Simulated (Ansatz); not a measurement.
## KMgF3 in Ansatz: the effect of functional

The system is KMgF3.

```xyz
5
Lattice="3.9859 0.0000 0.0000 0.0000 3.9859 0.0000 0.0000 0.0000 3.9859" Properties=species:S:1:pos:R:3 pbc="T T T"
K     1.9929    1.9929    1.9929
Mg    0.0000    0.0000    0.0000
F     0.0000    0.0000    1.9929
F     0.0000    1.9929    0.0000
F     1.9929    0.0000    0.0000
```

Alike in all runs:

* Program: Ansatz 0.2.0
* Task: band structure
* Potentials or basis: Ansatz PAW
* Cutoff: 420 eV (not typed: the program's choice for these potentials)
* k mesh: 7 × 7 × 7
* Occupations: fermi-dirac, width 0.05 eV
* Spin: no spin polarisation

```csv
functional,gap on the mesh (eV),pressure (GPa)
LDA,7.02,-4.5
PBE,7.37,3.8
PBEsol,?,?
```

Q: What does the run with functional PBEsol give?

A: gap on the mesh 7.18 eV; pressure 0.3 GPa.

Caveats: the PAW data sets come from PBE, with cores solved anew for the run's functional, which leaves a small shift of forces and pressure (some runs).

A k mesh can miss the band edges.
